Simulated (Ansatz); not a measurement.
# W(110) / 1 layer Mo(110) / W(110): resistance against film thickness, part 2 of 3

Wanted: interface resistance and thickness dependence for W(110) / 1 layer Mo(110) / W(110).

Ansatz 0.2.0; Ansatz plane-wave DFT, PBE, PAW files; ballistic transport by layer matching (Landauer), zero bias; PAW set soft_1.

So far. Step 2 (With 1 layer): The lead's potential steps by 1.1 meV from period to period, small in itself. The program estimates the junction's conductance to 7.4 % from the k-mesh, 0.1 % from the leads' distance from neutral and 0.3 % from their steps. Step 3 (With 2 layers, film layers 2): The conductance of the junction is 8.0e14 S/m², 6.0 % under the 8.5e14 S/m² of the last finished run, within the error estimates, leads' steps apart, of 7.4 and 6.9 %.

## Step 4: With 3 layers, k-mesh 14×14×1, film layers 3

The stack now holds 3 film layers; the k-mesh follows the cell, and the energies span -0.27 to 0.27 eV.

System of this step: W(110) / 3 layers Mo(110) / W(110). The cell holds 12 atoms: 9 W and 3 Mo. Its edges and angles: a = 2.741 Å, b = 2.741 Å, c = 26.742 Å, α = 90.0°, β = 90.0°, γ = 109.5°. It derives from W and Mo. Regions: lead, 9 atoms (9 W); films, 3 atoms (3 Mo). The structure is stacked along c, and the current runs across the ab planes.

input.yaml

```yaml
crystal:
  lattice:
    - [1.5824, -2.2378515411, 0.0]
    - [1.5824, 2.2378515411, 0.0]
    - [0.0, 0.0, 26.7415759124]
  atoms:
    - { symbol: W, position: [0.0, 0.0, 0.0418421777] }
    - { symbol: W, position: [0.5, 0.5, 0.125526533] }
    - { symbol: W, position: [0.0, 0.0, 0.2092108884] }
    - { symbol: W, position: [0.5, 0.5, 0.2928952437] }
    - { symbol: Mo, position: [0.0, 0.0, 0.375877555] }
    - { symbol: Mo, position: [0.5, 0.5, 0.4581578223] }
    - { symbol: Mo, position: [0.0, 0.0, 0.5404380896] }
    - { symbol: W, position: [0.5, 0.5, 0.623420401] }
    - { symbol: W, position: [0.0, 0.0, 0.7071047563] }
    - { symbol: W, position: [0.5, 0.5, 0.7907891116] }
    - { symbol: W, position: [0.0, 0.0, 0.874473467] }
    - { symbol: W, position: [0.5, 0.5, 0.9581578223] }
kpoints:
  mp_grid: { grid: [14, 14, 1] }
hamiltonian:
  xc: pbe
  pseudopotentials: { kind: paw, azcp: { folder: soft_1 } }
scf:
  occupations: { method: fermi_dirac, width: 0.1 }
output:
  transmission:
    leads: [[0, 1]]
    kmesh: [28, 28]
    e_range: [-0.27, 0.27]
    de: 0.036
  write_potential: true
  write_density: true
  volumetric_format: npy
```

Run with:

```
$ ansatz run input.yaml --threads 8 --pin off --max-ram 15360MiB --backend cpu --events-out ev --progress --plain --runs-dir out
```

Numbers of over 12 decimals in the logs are rounded to 6 here.

The log of the run:

```text
[...]
Crystal: 12 atoms, lattice volume = 189.393 Å³
Basis set: ecut = 420 eV, 3767 PW (Γ)
Bands: 101, of which v1, the nominal top of the filled ones, is band 84 counted from 1 (83 counted from 0)
Symmetry: 8 space group operations
[...]
k-points: 57 of 196
[...]
--- Transmission ---
  basis      : 63 plane waves across, 37 finite elements along
  points     : 211, standing for a mesh of 28 x 28
[...]
filled         : 1.1 meV under the level at which it is neutral
    channels       : 8.520408e-1 a spin
[...]
slowest decay  : 0.0105 /Å at (0.4643, 0.2143)
  junction   : crystal 0 to crystal 0, -0.70 to 23.81 Å
    transmission   : 7.274687e-1 a spin
[...]
resistance     : 1.7314e-4 Ω µm² beyond half of each lead's own
[key lines of the parts left out:]
SCF converged after 9 iterations
Free energy (F): -108341.482228 eV
Fermi energy:    22.150468 eV
```

It took 87 s on 8 threads of Intel Xeon at 2.70GHz, shared host; peak memory 1.5 GiB.

Numbers from this step:

```
free energy                                                                : -108341.4822 eV
energy at zero smearing                                                    : -108341.3768 eV
Fermi energy                                                               : 22.15 eV
step of the lead's potential                                               : 0.4 meV
ballistic conductance of the lead                                          : 9.17e14 S/m²
estimated errors of the lead's conductance                                 : 0, 8.5, 0.1 % (band edges, k-mesh, distance from neutral)
lead conductance per cell                                                  : 0.8380 G₀
conductance of the junction                                                : 7.91e14 S/m²
junction conductance per cell                                              : 0.7232 G₀
estimated errors of the junction's conductance                             : 0, 0, 6.7, 0.1, 0.1 % (energy step, band edges, k-mesh, leads' steps, distance from neutral)
area resistance that the stack adds (contact term taken off, spin by spin) : 0.1731 fΩ m²
```

Per spin. Table of transmission, zone mean by energy, zero at the Fermi level:

| energy (eV) | transmission, zone mean |
| --- | --- |
| -0.270 | 0.608 |
| -0.234 | 0.610 |
| -0.198 | 0.621 |
| -0.162 | 0.641 |
| -0.126 | 0.666 |
| -0.090 | 0.691 |
| -0.054 | 0.702 |
| -0.018 | 0.713 |
| 0.018 | 0.727 |
| 0.054 | 0.747 |
| 0.090 | 0.764 |
| 0.126 | 0.812 |
| 0.162 | 0.859 |
| 0.198 | 0.877 |
| 0.234 | 0.916 |
| 0.270 | 0.931 |

The conductance of the junction is 7.9e14 S/m², 0.79 % under the 8.0e14 S/m² of the last finished run, within the error estimates, leads' steps apart, of 6.9 and 6.7 %.

## Step 5: With 4 layers, k-mesh 14×14×1, film layers 4

The stack now holds 4 film layers; the k-mesh follows the cell, and the energies span -0.27 to 0.27 eV.

System of this step: W(110) / 4 layers Mo(110) / W(110). The cell holds 12 atoms: 8 W and 4 Mo. Cell: a = 2.741 Å, b = 2.741 Å, c = 26.704 Å, α = 90.0°, β = 90.0°, γ = 109.5°. It derives from W and Mo. Regions: lead, 8 atoms (8 W); films, 4 atoms (4 Mo). The structure is stacked along c, and the current runs across the ab planes.

input.yaml, the sections that differ from step 4:

```yaml
crystal:
  lattice:
    - [1.5824, -2.2378515411, 0.0]
    - [1.5824, 2.2378515411, 0.0]
    - [0.0, 0.0, 26.7040283855]
  atoms:
    - { symbol: W, position: [0.0, 0.0, 0.0419010104] }
    - { symbol: W, position: [0.5, 0.5, 0.1257030311] }
    - { symbol: W, position: [0.0, 0.0, 0.2095050519] }
    - { symbol: W, position: [0.5, 0.5, 0.2933070727] }
    - { symbol: Mo, position: [0.0, 0.0, 0.3764060623] }
    - { symbol: Mo, position: [0.5, 0.5, 0.4588020208] }
    - { symbol: Mo, position: [0.0, 0.0, 0.5411979792] }
    - { symbol: Mo, position: [0.5, 0.5, 0.6235939377] }
    - { symbol: W, position: [0.0, 0.0, 0.7066929273] }
    - { symbol: W, position: [0.5, 0.5, 0.7904949481] }
    - { symbol: W, position: [0.0, 0.0, 0.8742969689] }
    - { symbol: W, position: [0.5, 0.5, 0.9580989896] }
# kpoints, hamiltonian, scf, output: as in step 4
```

The log of the run:

```text
[...]
Crystal: 12 atoms, lattice volume = 189.127 Å³
Basis set: ecut = 420 eV, 3755 PW (Γ)
Bands: 101, of which v1, the nominal top of the filled ones, is band 84 counted from 1 (83 counted from 0)
Symmetry: 8 space group operations
[...]
k-points: 57 of 196
[...]
--- Transmission ---
  basis      : 63 plane waves across, 38 finite elements along
  points     : 211, standing for a mesh of 28 x 28
[...]
filled         : 1.5 meV under the level at which it is neutral
    channels       : 8.520408e-1 a spin
[...]
slowest decay  : 0.0115 /Å at (0.4643, 0.2143)
  junction   : crystal 0 to crystal 0, 0.70 to 25.16 Å
    transmission   : 7.338689e-1 a spin
[...]
resistance     : 1.6254e-4 Ω µm² beyond half of each lead's own
[key lines of the parts left out:]
SCF converged after 9 iterations
Free energy (F): -102911.619767 eV
Fermi energy:    22.038942 eV
```

It took 89 s on 8 threads; peak memory 1.5 GiB.

Numbers from this step:

```
free energy                                                                : -102911.6198 eV
energy at zero smearing                                                    : -102911.5111 eV
Fermi energy                                                               : 22.04 eV
step of the lead's potential                                               : 1.9 meV
ballistic conductance of the lead                                          : 9.16e14 S/m²
lead conductance per cell                                                  : 0.8377 G₀
conductance of the junction                                                : 7.98e14 S/m²
junction conductance per cell                                              : 0.7291 G₀
estimated errors of the junction's conductance                             : 0, 0, 6.9, 0.5, 0.1 % (energy step, band edges, k-mesh, leads' steps, distance from neutral)
area resistance that the stack adds (contact term taken off, spin by spin) : 0.1625 fΩ m²
```

Per spin. The transmission, zone mean by energy, zero at the Fermi level:

| energy (eV) | transmission, zone mean |
| --- | --- |
| -0.270 | 0.631 |
| -0.234 | 0.626 |
| -0.198 | 0.635 |
| -0.162 | 0.652 |
| -0.126 | 0.679 |
| -0.090 | 0.707 |
| -0.054 | 0.716 |
| -0.018 | 0.722 |
| 0.018 | 0.734 |
| 0.054 | 0.748 |
| 0.090 | 0.761 |
| 0.126 | 0.806 |
| 0.162 | 0.847 |
| 0.198 | 0.876 |
| 0.234 | 0.917 |
| 0.270 | 0.934 |

The conductance of the junction is 8.0e14 S/m², 0.82 % over the 7.9e14 S/m² of the last finished run, within the error estimates, leads' steps apart, of 6.7 and 6.9 %.

## Step 6: With 5 layers, k-mesh 14×14×1, film layers 5

The stack now holds 5 film layers; the k-mesh follows the cell, and the energies span -0.27 to 0.27 eV.

System of this step: W(110) / 5 layers Mo(110) / W(110). The cell holds 14 atoms: 9 W and 5 Mo. Its edges and angles: a = 2.741 Å, b = 2.741 Å, c = 31.142 Å, α = 90.0°, β = 90.0°, γ = 109.5°. It derives from W and Mo. Regions: lead, 9 atoms (9 W); films, 5 atoms (5 Mo). The structure is stacked along c, and the current runs across the ab planes.

input.yaml, the sections that differ from step 5:

```yaml
crystal:
  lattice:
    - [1.5824, -2.2378515411, 0.0]
    - [1.5824, 2.2378515411, 0.0]
    - [0.0, 0.0, 31.1421839407]
  atoms:
    - { symbol: W, position: [0.0, 0.0, 0.0359295858] }
    - { symbol: W, position: [0.5, 0.5, 0.1077887575] }
    - { symbol: W, position: [0.0, 0.0, 0.1796479291] }
    - { symbol: W, position: [0.5, 0.5, 0.2515071007] }
    - { symbol: Mo, position: [0.0, 0.0, 0.3227634321] }
    - { symbol: Mo, position: [0.5, 0.5, 0.3934169231] }
    - { symbol: Mo, position: [0.0, 0.0, 0.4640704142] }
    - { symbol: Mo, position: [0.5, 0.5, 0.5347239052] }
    - { symbol: Mo, position: [0.0, 0.0, 0.6053773963] }
    - { symbol: W, position: [0.5, 0.5, 0.6766337276] }
    - { symbol: W, position: [0.0, 0.0, 0.7484928993] }
    - { symbol: W, position: [0.5, 0.5, 0.8203520709] }
    - { symbol: W, position: [0.0, 0.0, 0.8922112425] }
    - { symbol: W, position: [0.5, 0.5, 0.9640704142] }
# kpoints, hamiltonian, scf, output: as in step 5
```

The log of the run:

```text
[...]
Crystal: 14 atoms, lattice volume = 220.560 Å³
Basis set: ecut = 420 eV, 4399 PW (Γ)
Bands: 118, of which v1, the nominal top of the filled ones, is band 98 counted from 1 (97 counted from 0)
Symmetry: 8 space group operations
[...]
k-points: 57 of 196
[...]
--- Transmission ---
  basis      : 63 plane waves across, 48 finite elements along
  points     : 211, standing for a mesh of 28 x 28
[...]
filled         : 14.0 meV under the level at which it is neutral
    channels       : 8.367347e-1 a spin
[...]
slowest decay  : 0.0194 /Å at (-0.4643, 0.2143)
  junction   : crystal 0 to crystal 0, -0.70 to 28.21 Å
    transmission   : 7.614008e-1 a spin
[...]
resistance     : 1.1176e-4 Ω µm² beyond half of each lead's own
[key lines of the parts left out:]
SCF converged after 9 iterations
Free energy (F): -118253.596744 eV
Fermi energy:    21.994980 eV
```

Run time: 93 s. Hardware: 8 threads; peak memory 1.9 GiB.

Numbers from this step:

| Quantity | Value |
| --- | --- |
| free energy | -118253.5967 eV |
| energy at zero smearing | -118253.4687 eV |
| Fermi energy | 21.99 eV |
| step of the lead's potential | 0.8 meV |
| ballistic conductance of the lead | 9.06e14 S/m² |
| estimated errors of the lead's conductance | 0, 8.4, 1.3 % (band edges, k-mesh, distance from neutral) |
| lead conductance per cell | 0.8282 G₀ |
| conductance of the junction | 8.23e14 S/m² |
| junction conductance per cell | 0.7520 G₀ |
| estimated errors of the junction's conductance | 0.1, 0, 7.2, 0.2, 0.6 % (energy step, band edges, k-mesh, leads' steps, distance from neutral) |
| area resistance that the stack adds (contact term taken off, spin by spin) | 0.1118 fΩ m² |

Per spin. Transmission, zone mean against energy, zero at the Fermi level:

| energy (eV) | transmission, zone mean |
| --- | --- |
| -0.270 | 0.660 |
| -0.234 | 0.646 |
| -0.198 | 0.641 |
| -0.162 | 0.658 |
| -0.126 | 0.681 |
| -0.090 | 0.716 |
| -0.054 | 0.738 |
| -0.018 | 0.745 |
| 0.018 | 0.761 |
| 0.054 | 0.769 |
| 0.090 | 0.779 |
| 0.126 | 0.790 |
| 0.162 | 0.834 |
| 0.198 | 0.871 |
| 0.234 | 0.900 |
| 0.270 | 0.927 |

The conductance of the junction is 8.2e14 S/m², 3.1 % over the 8.0e14 S/m² of the last finished run, within the error estimates, leads' steps apart, of 6.9 and 7.2 %.

## Step 7: With 6 layers, k-mesh 14×14×1, film layers 6

The stack now holds 6 film layers; the k-mesh follows the cell, and the energies span -0.27 to 0.27 eV.

System of this step: W(110) / 6 layers Mo(110) / W(110). The cell holds 14 atoms: 8 W and 6 Mo. Cell: a = 2.741 Å, b = 2.741 Å, c = 31.105 Å, α = 90.0°, β = 90.0°, γ = 109.5°. It derives from W and Mo. Regions: lead, 8 atoms (8 W); films, 6 atoms (6 Mo). The structure is stacked along c, and the current runs across the ab planes.

input.yaml, the sections that differ from step 6:

```yaml
crystal:
  lattice:
    - [1.5824, -2.2378515411, 0.0]
    - [1.5824, 2.2378515411, 0.0]
    - [0.0, 0.0, 31.1046364138]
  atoms:
    - { symbol: W, position: [0.0, 0.0, 0.0359729577] }
    - { symbol: W, position: [0.5, 0.5, 0.1079188732] }
    - { symbol: W, position: [0.0, 0.0, 0.1798647886] }
    - { symbol: W, position: [0.5, 0.5, 0.251810704] }
    - { symbol: Mo, position: [0.0, 0.0, 0.3231530515] }
    - { symbol: Mo, position: [0.5, 0.5, 0.3938918309] }
    - { symbol: Mo, position: [0.0, 0.0, 0.4646306103] }
    - { symbol: Mo, position: [0.5, 0.5, 0.5353693897] }
    - { symbol: Mo, position: [0.0, 0.0, 0.6061081691] }
    - { symbol: Mo, position: [0.5, 0.5, 0.6768469485] }
    - { symbol: W, position: [0.0, 0.0, 0.748189296] }
    - { symbol: W, position: [0.5, 0.5, 0.8201352114] }
    - { symbol: W, position: [0.0, 0.0, 0.8920811268] }
    - { symbol: W, position: [0.5, 0.5, 0.9640270423] }
# kpoints, hamiltonian, scf, output: as in step 6
```

The log of the run:

```text
[...]
Crystal: 14 atoms, lattice volume = 220.294 Å³
Basis set: ecut = 420 eV, 4389 PW (Γ)
Bands: 118, of which v1, the nominal top of the filled ones, is band 98 counted from 1 (97 counted from 0)
Symmetry: 8 space group operations
[...]
k-points: 57 of 196
[...]
--- Transmission ---
  basis      : 63 plane waves across, 47 finite elements along
  points     : 211, standing for a mesh of 28 x 28
[...]
filled         : 13.2 meV under the level at which it is neutral
    channels       : 8.367347e-1 a spin
[...]
slowest decay  : 0.0185 /Å at (-0.4643, 0.2143)
  junction   : crystal 0 to crystal 0, 0.70 to 29.56 Å
    transmission   : 7.638249e-1 a spin
[...]
resistance     : 1.0725e-4 Ω µm² beyond half of each lead's own
[key lines of the parts left out:]
SCF converged after 9 iterations
Free energy (F): -112823.731542 eV
Fermi energy:    21.902891 eV
```

Run time: 84 s. Hardware: 8 threads; peak memory 1.9 GiB.

Numbers from this step:

* free energy: -112823.7315 eV
* energy at zero smearing: -112823.5988 eV
* Fermi energy: 21.90 eV
* step of the lead's potential: 1.6 meV
* ballistic conductance of the lead: 9.07e14 S/m²
* estimated errors of the lead's conductance: 0, 8.4, 1.2 % (band edges, k-mesh, distance from neutral)
* lead conductance per cell: 0.8288 G₀
* conductance of the junction: 8.26e14 S/m²
* junction conductance per cell: 0.7554 G₀
* estimated errors of the junction's conductance: 0.2, 0, 7.4, 0.4, 0.7 % (energy step, band edges, k-mesh, leads' steps, distance from neutral)
* area resistance that the stack adds (contact term taken off, spin by spin): 0.1072 fΩ m²

Per spin. Transmission, zone mean against energy, zero at the Fermi level:

| energy (eV) | transmission, zone mean |
| --- | --- |
| -0.270 | 0.658 |
| -0.234 | 0.638 |
| -0.198 | 0.637 |
| -0.162 | 0.652 |
| -0.126 | 0.681 |
| -0.090 | 0.713 |
| -0.054 | 0.740 |
| -0.018 | 0.748 |
| 0.018 | 0.764 |
| 0.054 | 0.775 |
| 0.090 | 0.787 |
| 0.126 | 0.791 |
| 0.162 | 0.838 |
| 0.198 | 0.865 |
| 0.234 | 0.891 |
| 0.270 | 0.921 |

The conductance of the junction is 8.3e14 S/m², 0.44 % over the 8.2e14 S/m² of the last finished run, within the error estimates, leads' steps apart, of 7.2 and 7.4 %.

## Step 8: With 7 layers, k-mesh 14×14×1, film layers 7

The stack now holds 7 film layers; the k-mesh follows the cell, and the energies span -0.27 to 0.27 eV.

System of this step: W(110) / 7 layers Mo(110) / W(110). The cell holds 16 atoms: 9 W and 7 Mo. Cell: a = 2.741 Å, b = 2.741 Å, c = 35.543 Å, α = 90.0°, β = 90.0°, γ = 109.5°. It derives from W and Mo. Regions: lead, 9 atoms (9 W); films, 7 atoms (7 Mo). The structure is stacked along c, and the current runs across the ab planes.

input.yaml, the sections that differ from step 7:

```yaml
crystal:
  lattice:
    - [1.5824, -2.2378515411, 0.0]
    - [1.5824, 2.2378515411, 0.0]
    - [0.0, 0.0, 35.5427919691]
  atoms:
    - { symbol: W, position: [0.0, 0.0, 0.0314810882] }
    - { symbol: W, position: [0.5, 0.5, 0.0944432647] }
    - { symbol: W, position: [0.0, 0.0, 0.1574054412] }
    - { symbol: W, position: [0.5, 0.5, 0.2203676177] }
    - { symbol: Mo, position: [0.0, 0.0, 0.2828015925] }
    - { symbol: Mo, position: [0.5, 0.5, 0.3447073656] }
    - { symbol: Mo, position: [0.0, 0.0, 0.4066131387] }
    - { symbol: Mo, position: [0.5, 0.5, 0.4685189118] }
    - { symbol: Mo, position: [0.0, 0.0, 0.5304246848] }
    - { symbol: Mo, position: [0.5, 0.5, 0.5923304579] }
    - { symbol: Mo, position: [0.0, 0.0, 0.654236231] }
    - { symbol: W, position: [0.5, 0.5, 0.7166702058] }
    - { symbol: W, position: [0.0, 0.0, 0.7796323823] }
    - { symbol: W, position: [0.5, 0.5, 0.8425945588] }
    - { symbol: W, position: [0.0, 0.0, 0.9055567353] }
    - { symbol: W, position: [0.5, 0.5, 0.9685189118] }
# kpoints, hamiltonian, scf, output: as in step 7
```

The log of the run:

```text
[...]
Crystal: 16 atoms, lattice volume = 251.727 Å³
Basis set: ecut = 420 eV, 4989 PW (Γ)
Bands: 135, of which v1, the nominal top of the filled ones, is band 112 counted from 1 (111 counted from 0)
Symmetry: 8 space group operations
[...]
k-points: 57 of 196
[...]
--- Transmission ---
  basis      : 63 plane waves across, 59 finite elements along
  points     : 211, standing for a mesh of 28 x 28
[...]
filled         : 3.7 meV over the level at which it is neutral
    channels       : 8.622449e-1 a spin
[...]
slowest decay  : 0.0189 /Å at (0.3214, 0.1071)
  junction   : crystal 0 to crystal 0, -0.70 to 32.61 Å
    transmission   : 7.520915e-1 a spin
[...]
resistance     : 1.4158e-4 Ω µm² beyond half of each lead's own
[key lines of the parts left out:]
SCF converged after 10 iterations
Free energy (F): -128165.704692 eV
Fermi energy:    21.906982 eV
```

Wall time 80 s (8 threads); peak memory 2.4 GiB.

This step gave:

| Quantity | Value |
| --- | --- |
| free energy | -128165.7047 eV |
| energy at zero smearing | -128165.5429 eV |
| Fermi energy | 21.91 eV |
| step of the lead's potential | 0.8 meV |
| ballistic conductance of the lead | 9.21e14 S/m² |
| estimated errors of the lead's conductance | 0, 8.4, 0.3 % (band edges, k-mesh, distance from neutral) |
| lead conductance per cell | 0.8416 G₀ |
| conductance of the junction | 8.15e14 S/m² |
| junction conductance per cell | 0.7446 G₀ |
| estimated errors of the junction's conductance | 0.1, 0.1, 7.1, 0.2, 0.1 % (energy step, band edges, k-mesh, leads' steps, distance from neutral) |
| area resistance that the stack adds (contact term taken off, spin by spin) | 0.1416 fΩ m² |

Per spin. Table of transmission, zone mean by energy, zero at the Fermi level:

| energy (eV) | transmission, zone mean |
| --- | --- |
| -0.270 | 0.621 |
| -0.234 | 0.634 |
| -0.198 | 0.640 |
| -0.162 | 0.657 |
| -0.126 | 0.696 |
| -0.090 | 0.728 |
| -0.054 | 0.732 |
| -0.018 | 0.739 |
| 0.018 | 0.752 |
| 0.054 | 0.742 |
| 0.090 | 0.771 |
| 0.126 | 0.787 |
| 0.162 | 0.820 |
| 0.198 | 0.850 |
| 0.234 | 0.886 |
| 0.270 | 0.938 |

The conductance of the junction is 8.1e14 S/m², 1.4 % under the 8.3e14 S/m² of the last finished run, within the error estimates, leads' steps apart, of 7.4 and 7.1 %.

(Part 2 of 3 ends here.)

[Logs are printed without paths, hosts, clocks, repeated set-up lines and the standing remarks that a program may print on its own settings, such as how far it seeks lower states.]

[Hosts, paths, dates, database ids (printed as entryN), source tags and the programs' standing remarks are cut or masked in the printed files.]
